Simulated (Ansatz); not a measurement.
# Li on Mg(0001): change of the work function

How does Li on the fcc site change the work function of Mg(0001) as the layer fills?

Calculated with Ansatz 0.2.0; plane-wave DFT, PBE, Ansatz PAW.

Most raw output is cut from this account.

## Step 1: The starting structure

The cell holds 4 atoms: 4 Mg. Its edges and angles: a = 3.210 Å, b = 3.210 Å, c = 25.820 Å, α = 90.0°, β = 90.0°, γ = 60.0°. Vacuum lies along c.

As a file:

```cif
data_structure
_symmetry_space_group_name_H-M 'P 1'
_symmetry_Int_Tables_number 1
_cell_length_a 3.2100
_cell_length_b 3.2100
_cell_length_c 25.8196
_cell_angle_alpha 90.000
_cell_angle_beta 90.000
_cell_angle_gamma 60.000
_cell_volume 230.40
loop_
_atom_site_label
_atom_site_type_symbol
_atom_site_fract_x
_atom_site_fract_y
_atom_site_fract_z
_atom_site_occupancy
Mg1 Mg 0.66667 0.66667 0.34857 1
Mg2 Mg 0.00000 0.00000 0.44952 1
Mg3 Mg 0.66667 0.66667 0.55048 1
Mg4 Mg 0.00000 0.00000 0.65143 1
```

## Step 2: The clean slab

The bare slab comes first, as the zero from which every change is counted. The two lowest layers are held at bulk places and the upper ones relax. The dipole correction removes the false field that a one-sided slab makes across the periodic vacuum, so each face gets a flat vacuum level of its own.

input.yaml reads:

```yaml
crystal:
  lattice:
    - [3.21, 0.0, 0.0]
    - [1.605, 2.7799415461, 0.0]
    - [0.0, 0.0, 25.81956]
  atoms:
    - { symbol: Mg, position: [0.6666666667, 0.6666666667, 0.3485729424] }
    - { symbol: Mg, position: [0.0, 0.0, 0.4495243141] }
    - { symbol: Mg, position: [0.6666666667, 0.6666666667, 0.5504756859] }
    - { symbol: Mg, position: [0.0, 0.0, 0.6514270576] }
kpoints:
  mp_grid: { grid: [12, 12, 1] }
hamiltonian:
  xc: pbe
scf:
  occupations: { method: fermi_dirac, width: 0.1 }
  convergence: { dr2_threshold: 1.0e-08 }
efield:
  axis: 3
  dipole_correction: true
  ramp_position: 0.97
  ramp_width: 0.06
relax:
  f_tol: 0.02
  max_steps: 60
  constraints: [{ sites: [0, 1] }]
output:
  write_potential: true
  write_density: true
  volumetric_format: npy
```

Launch:

```console
$ ansatz run input.yaml --threads 2 --pin off --max-ram 3072MiB --backend cpu --events-out ev --progress --plain --runs-dir out
```

It took 5.8 s on 2 threads of Intel Xeon Platinum 8488C (Sapphire Rapids), shared host; peak memory 0.5 GiB.

Step by step:

| step | energy less that of the first step (eV) | largest force component (eV/Å) |
| --- | --- | --- |
| 1 | 0.0000 | 0.0442 |
| 2 | -0.0007 | 0.0154 |

Forces are held to the 6 operations that the run works with; a distortion that breaks them can't arise in this run.

The atoms that moved most (Å):

```
atom     dx     dy     dz  length
 Mg4  0.000  0.000  0.029   0.029
 Mg3  0.000  0.000  0.005   0.005
```

The relaxed structure:

```xyz
4
Lattice="3.2100 0.0000 0.0000 1.6050 2.7799 0.0000 0.0000 0.0000 25.8196" Properties=species:S:1:pos:R:3
Mg    3.2100    1.8533    9.0000
Mg    0.0000    0.0000   11.6065
Mg    3.2100    1.8533   14.2181
Mg    0.0000    0.0000   16.8482
```

Numbers from this step:

```
energy at zero smearing   : -7694.5790 eV
work function, upper face : 3.787 eV
dipole along the normal   : 2.19e-4 e·Å
```

Running mean over 2.60652 Å of the planar mean; the ramp of the sawtooth is left out. The electron's electrostatic potential energy less the Fermi level by z:

| z (Å) | electron's electrostatic potential energy less the Fermi level (eV) |
| --- | --- |
| 3.5 | 3.79 |
| 4.0 | 3.79 |
| 4.5 | 3.79 |
| 5.0 | 3.78 |
| 5.5 | 3.74 |
| 6.0 | 3.64 |
| 6.5 | 3.35 |
| 7.0 | 2.60 |
| 7.5 | 0.686 |
| 8.0 | -2.09 |
| 8.5 | -3.58 |
| 9.0 | -4.02 |
| 9.5 | -4.07 |
| 10.0 | -4.04 |
| 10.5 | -4.02 |
| 11.0 | -4.01 |
| 11.5 | -4.00 |
| 12.0 | -3.99 |
| 12.5 | -3.98 |
| 13.0 | -3.98 |
| 13.5 | -3.99 |
| 14.0 | -4.00 |
| 14.5 | -3.99 |
| 15.0 | -3.95 |
| 15.5 | -3.89 |
| 16.0 | -3.97 |
| 16.5 | -4.06 |
| 17.0 | -3.95 |
| 17.5 | -3.30 |
| 18.0 | -1.31 |
| 18.5 | 1.45 |
| 19.0 | 2.90 |
| 19.5 | 3.47 |
| 20.0 | 3.68 |
| 20.5 | 3.75 |
| 21.0 | 3.78 |
| 21.5 | 3.78 |
| 22.0 | 3.79 |
| 22.5 | 3.79 |

The relaxation took 2 steps and lowered the energy by 7.4e-4 eV; the largest force on the free atoms ends at 0.015 eV/Å.

The work function of the upper face is 3.79 eV.

## Step 3: Adsorbate added, k-mesh 6×6×1, coverage 0.25 ML

System of this step: Li/Mg(0001). The cell holds 17 atoms: 16 Mg and 1 Li. Its edges and angles: a = 6.420 Å, b = 6.420 Å, c = 27.908 Å, α = 90.0°, β = 90.0°, γ = 60.0°. Vacuum lies along c.

The clean slab as it ended is repeated in the plane and the adsorbate is set on one face; the cell's size fixes the coverage, and the k-mesh shrinks with it to keep the sampling density about even. Adsorbate and upper layers relax, since the dipole depends on the height.

input.yaml reads:

```yaml
crystal:
  lattice:
    - [6.4199999999, 0.0, 0.0]
    - [3.21, 5.5598830922, 0.0]
    - [0.0, 0.0, 27.9078774814]
  atoms:
    - { symbol: Mg, position: [0.3333333333, 0.3333333333, 0.3224895912] }
    - { symbol: Mg, position: [0.0, 0.0, 0.4158868766] }
    - { symbol: Mg, position: [0.3333333333, 0.3333333333, 0.5094668161] }
    - { symbol: Mg, position: [0.0, 0.0, 0.6037093586] }
    - { symbol: Mg, position: [0.3333333333, 0.8333333333, 0.3224895912] }
    - { symbol: Mg, position: [0.0, 0.5, 0.4158868766] }
    - { symbol: Mg, position: [0.3333333333, 0.8333333333, 0.5094668161] }
    - { symbol: Mg, position: [0.0, 0.5, 0.6037093586] }
    - { symbol: Mg, position: [0.8333333333, 0.3333333333, 0.3224895912] }
    - { symbol: Mg, position: [0.5, 0.0, 0.4158868766] }
    - { symbol: Mg, position: [0.8333333333, 0.3333333333, 0.5094668161] }
    - { symbol: Mg, position: [0.5, 0.0, 0.6037093586] }
    - { symbol: Mg, position: [0.8333333333, 0.8333333333, 0.3224895912] }
    - { symbol: Mg, position: [0.5, 0.5, 0.4158868766] }
    - { symbol: Mg, position: [0.8333333333, 0.8333333333, 0.5094668161] }
    - { symbol: Mg, position: [0.5, 0.5, 0.6037093586] }
    - { symbol: Li, position: [0.1666666667, 0.1666666667, 0.6775104088] }
kpoints:
  mp_grid: { grid: [6, 6, 1] }
hamiltonian:
  xc: pbe
scf:
  occupations: { method: fermi_dirac, width: 0.1 }
  convergence: { dr2_threshold: 1.0e-08 }
efield:
  axis: 3
  dipole_correction: true
  ramp_position: 0.97
  ramp_width: 0.06
relax:
  f_tol: 0.02
  max_steps: 60
  constraints: [{ sites: [0, 1, 4, 5, 8, 9, 12, 13] }]
output:
  dos: { projected: true, e_range: [-8, 4] }
  write_potential: true
  write_density: true
  volumetric_format: npy
  elf: true
```

It took 67 s on 2 threads; peak memory 1.8 GiB; 2.2 min of CPU time.

Step by step:

| step | energy less that of the first step (eV) | largest force component (eV/Å) |
| --- | --- | --- |
| 1 | 0.0000 | 0.4812 |
| 2 | -0.0639 | 0.1296 |
| 3 | -0.0716 | 0.0434 |
| 4 | -0.0729 | 0.0071 |

Forces are held to the 6 operations that the run works with; a distortion that breaks them can't arise in this run.

The atoms that moved most (Å):

```csv
atom,dx,dy,dz,length
Mg16,0.000,0.000,0.122,0.122
Li17,0.000,0.000,0.103,0.103
Mg8,0.000,0.020,-0.093,0.095
Mg12,0.017,-0.010,-0.093,0.095
Mg4,-0.017,-0.010,-0.093,0.095
Mg15,0.000,0.000,-0.041,0.041
Mg3,0.009,0.005,-0.015,0.018
Mg11,-0.009,0.005,-0.015,0.018
```

The relaxed structure:

```xyz
17
Lattice="6.4200 0.0000 0.0000 3.2100 5.5599 0.0000 0.0000 0.0000 27.9079" Properties=species:S:1:pos:R:3
Mg    3.2100    1.8533    9.0000
Mg    0.0000    0.0000   11.6065
Mg    3.2186    1.8582   14.2034
Mg   -0.0174   -0.0100   16.7553
Mg    4.8150    4.6332    9.0000
Mg    1.6050    2.7799   11.6065
Mg    4.8150    4.6233   14.2034
Mg    1.6050    2.8000   16.7553
Mg    6.4200    1.8533    9.0000
Mg    3.2100    0.0000   11.6065
Mg    6.4114    1.8582   14.2034
Mg    3.2274   -0.0100   16.7553
Mg    8.0250    4.6332    9.0000
Mg    4.8150    2.7799   11.6065
Mg    8.0250    4.6332   14.1767
Mg    4.8150    2.7799   16.9698
Li    1.6050    0.9266   19.0104
```

Numbers from this step:

- energy at zero smearing: -30982.8335 eV
- work function, upper face: 2.250 eV
- work function, lower face: 3.728 eV
- dipole along the normal: 0.2917 e·Å
- step between the vacuum levels: -1.479 eV

Running mean over 2.60652 Å of the planar mean; the ramp of the sawtooth is left out. The electron's electrostatic potential energy less the Fermi level by z:

z (Å), electron's electrostatic potential energy less the Fermi level (eV) and a bar from the least value:
```
        4       3.73 ##############################
        5       3.71 ##############################
        6       3.58 #############################
        7       2.55 ##########################
        8      -2.13 ########
        9      -4.04 
       10      -4.04 
       11      -4.02 
       12      -4.03 
       13      -4.10 
       14      -4.03 
       15      -4.04 
       16      -4.01 
       17      -3.98 
       18      -1.84 #########
       19       1.44 #####################
       20       1.80 #######################
       21       2.15 ########################
       22       2.23 ########################
       23       2.25 ########################
       24       2.25 ########################
```

The density of states has structure finer than the step of the table below, so its rows give means over 0.25 eV, whole bins alone (the curve runs from -8 to 1.98 eV). Peaks (eV: height): -1.770: 17.3, -1.140: 14.6, -0.960: 19.8, -0.720: 19.9, -0.360: 16.0, 1.590: 35.4, 1.920: 16.7.

Density of states against energy, zero at the Fermi level; means over each step:

| energy (eV) | density of states (states/eV a cell) |
| --- | --- |
| -6.75 | 0 |
| -6.50 | 0.983 |
| -6.25 | 1.51 |
| -6.00 | 1.45 |
| -5.75 | 2.60 |
| -5.50 | 3.39 |
| -5.25 | 2.84 |
| -5.00 | 3.47 |
| -4.75 | 2.88 |
| -4.50 | 3.54 |
| -4.25 | 3.89 |
| -4.00 | 5.81 |
| -3.75 | 4.50 |
| -3.50 | 3.43 |
| -3.25 | 5.64 |
| -3.00 | 6.54 |
| -2.75 | 5.48 |
| -2.50 | 5.28 |
| -2.25 | 5.18 |
| -2.00 | 8.05 |
| -1.75 | 7.85 |
| -1.50 | 3.41 |
| -1.25 | 7.44 |
| -1.00 | 9.95 |
| -0.75 | 9.22 |
| -0.50 | 6.25 |
| -0.25 | 8.13 |
| 0.00 | 8.76 |
| 0.25 | 5.12 |
| 0.50 | 8.70 |
| 0.75 | 9.79 |
| 1.00 | 11.2 |
| 1.25 | 11.3 |
| 1.50 | 10.8 |
| 1.75 | 9.39 |

Projected DOS per atom over height of the atomic layer and energy from the Fermi level. Layers: Mg4 Mg4 Mg4 Mg4 Li from below.

Ten even steps from '_' (0.00 states/eV) to '@' (0.92 states/eV), each cell a mean:
```
________::
........##
::....::@@
......::==
..........
........==
::::::::--
::::::..::
==----==::
--::::::..
--------..
--::::--__
::::::::__
--::::--__
::..::::__
..::::::__
..::::..__
__....____
__....____
__________
__________
__________
```
Columns: height of the atomic layer (Å) from 9 to 19.0 (not evenly spaced); rows upwards: energy from the Fermi level (eV) from -7.96 to 1.95.

ELF in the ca plane at fractional y = 0.000, with atoms of Mg within 0.2 Å of it. It is the smooth field of the valence electrons, not physical close to the nuclei.

Ten even steps from '0' (0.00) to '9' (0.74), each cell a mean:
```
73144531688898851444404765431100000000000000
75113213777667762133115654211000000000000000
66521136763124675311356542110000000000000000
56777677641001567777886532100000000000000000
56776677641001567777886532100000000000000000
66521136763224675311356542110000000000000000
75113313677667762133115654211000000000000000
73144531688898851444404765431100000000000000
73153431588999851444414887642100000000000000
74134422688888861244217986542100000000000000
66311114775446774111159852222100000000000000
56654456652112576545799610001100000000000000
56777777641001466678999500000100000000000000
56654456652012576545799610001100000000000000
66311114775446774111159852222100000000000000
74135512688888861255217987542100000000000000
73153441588999851433414887642100000000000000
```
Columns run along c (16.0 Å, from fractional 0.36 to 0.93 of the cell), rows up along a (6.4 Å). Atoms in or near the plane, at fractional coordinates: Mg at (0.42, 0.00), Mg at (0.60, 0.00), Mg at (0.42, 0.50), Mg at (0.60, 0.50).

Valence density in the ca plane at fractional y = 0.000, with atoms of Mg within 0.2 Å of it. It is the smooth field of the valence electrons, not physical close to the nuclei.

Ten steps, logarithmic in the rise over the least value, from '0' (0 e/Å³) to '9' (23 e/Å³), each cell a mean:
```
00168830000000001588500000000000000000000000
00023310000000000133100000000000000000000000
00000000000000000000000000000000000000000000
00000000000000000000000000000000000000000000
00000000000000000000000000000000000000000000
00000000000000000000000000000000000000000000
00024310000000000144100000000000000000000000
00169830000000001588500000000000000000000000
00179941000000001699610000000000000000000000
00147620000000000366300000000000000000000000
00011100000000000011000000000000000000000000
00000000000000000000000000000000000000000000
00000000000000000000000000000000000000000000
00000000000000000000000000000000000000000000
00011100000000000011000000000000000000000000
00146620000000000366300000000000000000000000
00279941000000001699610000000000000000000000
```
Columns run along c (16.0 Å, from fractional 0.36 to 0.93 of the cell), rows up along a (6.4 Å). Atoms in or near the plane, at fractional coordinates: Mg at (0.42, 0.00), Mg at (0.60, 0.00), Mg at (0.42, 0.50), Mg at (0.60, 0.50).

Electrostatic potential energy in the ca plane at fractional y = 0.000, with atoms of Mg within 0.2 Å of it. With pseudopotentials it is smooth inside the atoms' cores, unlike the true potential.

Ten even steps from '0' (-50 eV) to '9' (4 eV), each cell a mean:
```
98720048999999997300379999999999999999999999
99864578999999998744789999999999999999999999
99988899999889999888899999999999999999999999
99999999998888999999999999999999999999999999
99999999998888999999999999999999999999999999
99988889999889999888899999999999999999999999
99864578999999998744689999999999999999999999
98720048999999997300379999999999999999999999
98610048999999997200279999999999999999999999
99741268999999998522589999999999999999999999
99887789999999999877899999999999999999999999
99999999998888999999999998999999999999999999
99999999998888999999999988899999999999999999
99999999998888999999999998999999999999999999
99887789999999999877899999999999999999999999
99741268999999998522589999999999999999999999
98610038999999997200279999999999999999999999
```
Columns run along c (16.0 Å, from fractional 0.36 to 0.93 of the cell; values clipped at the 3rd and 97th percentile), rows up along a (6.4 Å). Atoms in or near the plane, at fractional coordinates: Mg at (0.42, 0.00), Mg at (0.60, 0.00), Mg at (0.42, 0.50), Mg at (0.60, 0.50).

The relaxation took 4 steps and lowered the energy by 0.073 eV; the largest force on the free atoms ends at 0.0071 eV/Å.

By hand: a sheet of dipoles makes a step −p/(ε₀A) in the electron's potential. With e/ε₀ = 180.95 V·Å, p = 0.2917 e·Å and A = 35.69 Å², that is −180.95 × (0.2917) / 35.69 = -1.479 eV, and the two vacuum levels of the run differ by -1.479 eV.

The covered face has 2.25 eV, -1.54 eV against the clean one; the bare back face has moved by -0.06 eV, a measure of how thin the slab is.

## Step 4: The covered slab, k-mesh 12×12×1, coverage 1 ML

System of this step: Li/Mg(0001). The cell holds 5 atoms: 4 Mg and 1 Li. Its edges and angles: a = 3.210 Å, b = 3.210 Å, c = 27.908 Å, α = 90.0°, β = 90.0°, γ = 60.0°. Vacuum lies along c.

Another coverage, to see how the dipoles act on each other as their distance changes.

input.yaml, the sections that differ from step 3:

```yaml
crystal:
  lattice:
    - [3.21, 0.0, 0.0]
    - [1.605, 2.7799415461, 0.0]
    - [0.0, 0.0, 27.9078774814]
  atoms:
    - { symbol: Mg, position: [0.6666666667, 0.6666666667, 0.3224895912] }
    - { symbol: Mg, position: [0.0, 0.0, 0.4158868766] }
    - { symbol: Mg, position: [0.6666666667, 0.6666666667, 0.5094668161] }
    - { symbol: Mg, position: [0.0, 0.0, 0.6037093586] }
    - { symbol: Li, position: [0.3333333333, 0.3333333333, 0.6775104088] }
kpoints:
  mp_grid: { grid: [12, 12, 1] }
relax:
  f_tol: 0.02
  max_steps: 60
  constraints: [{ sites: [0, 1] }]
output:
  write_potential: true
  write_density: true
  volumetric_format: npy
# hamiltonian, scf, efield: as in step 3
```

Elapsed: 12 s, on 2 threads; peak memory 0.53 GiB; 23 s of CPU time.

Relaxation path:

```
step  energy less that of the first step (eV)  largest force component (eV/Å)
   1                                   0.0000                          0.5671
   2                                  -0.0854                          0.0512
   3                                  -0.0881                          0.0105
   4                                  -0.0882                          0.0012
```

Forces are held to the 6 operations that the run works with; a distortion that breaks them can't arise in this run.

The atoms that moved most (Å):

```
atom     dx     dy      dz  length
 Li5  0.000  0.000   0.307   0.307
 Mg4  0.000  0.000  -0.054   0.054
 Mg3  0.000  0.000  -0.027   0.027
```

Final coordinates:

```cif
data_structure
_symmetry_space_group_name_H-M 'P 1'
_symmetry_Int_Tables_number 1
_cell_length_a 3.2100
_cell_length_b 3.2100
_cell_length_c 27.9079
_cell_angle_alpha 90.000
_cell_angle_beta 90.000
_cell_angle_gamma 60.000
_cell_volume 249.04
loop_
_atom_site_label
_atom_site_type_symbol
_atom_site_fract_x
_atom_site_fract_y
_atom_site_fract_z
_atom_site_occupancy
Mg1 Mg 0.66667 0.66667 0.32249 1
Mg2 Mg 0.00000 0.00000 0.41589 1
Mg3 Mg 0.66667 0.66667 0.50850 1
Mg4 Mg 0.00000 0.00000 0.60176 1
Li5 Li 0.33333 0.33333 0.68850 1
```

Numbers from this step:

* energy at zero smearing: -7899.3231 eV
* work function, upper face: 3.473 eV
* work function, lower face: 3.750 eV
* dipole along the normal: 0.01365 e·Å
* step between the vacuum levels: -0.2769 eV

Running mean over 2.60652 Å of the planar mean; the ramp of the sawtooth is left out. Table of electron's electrostatic potential energy less the Fermi level by z:

| z (Å) | electron's electrostatic potential energy less the Fermi level (eV) |
| --- | --- |
| 4 | 3.75 |
| 5 | 3.73 |
| 6 | 3.60 |
| 7 | 2.57 |
| 8 | -2.11 |
| 9 | -4.02 |
| 10 | -4.03 |
| 11 | -4.01 |
| 12 | -4.03 |
| 13 | -4.12 |
| 14 | -4.03 |
| 15 | -4.04 |
| 16 | -4.06 |
| 17 | -3.99 |
| 18 | -2.95 |
| 19 | -0.799 |
| 20 | -0.0939 |
| 21 | 2.32 |
| 22 | 3.26 |
| 23 | 3.44 |
| 24 | 3.47 |

The relaxation took 4 steps and lowered the energy by 0.088 eV; the largest force on the free atoms ends at 0.0012 eV/Å.

The covered face has 3.47 eV, -0.31 eV against the clean one; the bare back face has moved by -0.04 eV, a measure of how thin the slab is.

## Step 5: Work function against coverage

This step: plane-wave DFT, PBE, Ansatz PAW; work function against coverage (Ansatz 0.2.0).

The runs are now put side by side.

This step gave:

```
work function of the clean face     : 3.787 eV
largest change of the work function : -1.538 eV
```

Work function of the covered face against coverage:

```
coverage (adsorbates/nm²)  work function of the covered face (eV)
                     0.00                                    3.79
                     2.80                                    2.25
                    11.21                                    3.47
```

The dipole per adsorbate comes from the change of the cell's dipole. Coverage, by row:

```csv
coverage (1/nm²),coverage (ML),work function (eV),change (eV),"dipole per adsorbate, positive end outwards (debye)",mean height of the added atoms over the highest substrate atom (Å)
2.802,0.25,2.25,-1.538,1.397,2.041
11.21,1,3.473,-0.3145,0.065,2.421
```

## Step 6: Outcome

| Item | Value |
| --- | --- |
| work function of the clean face | 3.79 eV |
| work function at 0.25 ML | 2.25 eV |
| work function at 1 ML | 3.47 eV |
| dipole per adsorbate at 0.25 ML, positive end outwards | 1.40 D |

In words: Li lowers the work function of Mg(0001) at the lowest coverage, by 1.54 eV: the adsorbate layer has its positive end outwards. The slab has 4 layers, at the tabulated experimental lattice constant, one starting site was run, and quantum-size effects of a slab this thin can reach one or two tenths of an eV.

[Logs are printed without paths, hosts, clocks, repeated set-up lines and the standing remarks that a program may print on its own settings, such as how far it seeks lower states.]

[Hosts, paths, dates, database ids (printed as entryN), source tags and the programs' standing remarks are cut or masked in the printed files.]

[Maps of the electrostatic potential energy from Ansatz leave out the sawtooth potential of an applied field or a dipole correction, so their vacuum need not be flat; planar profiles and work functions include it.]

[The density of states shown here was stored with 400 of the rows of the run's finer table, so its peaks can read low, often by over a quarter, or be missed, and its means over a window can be off by a tenth or more.]
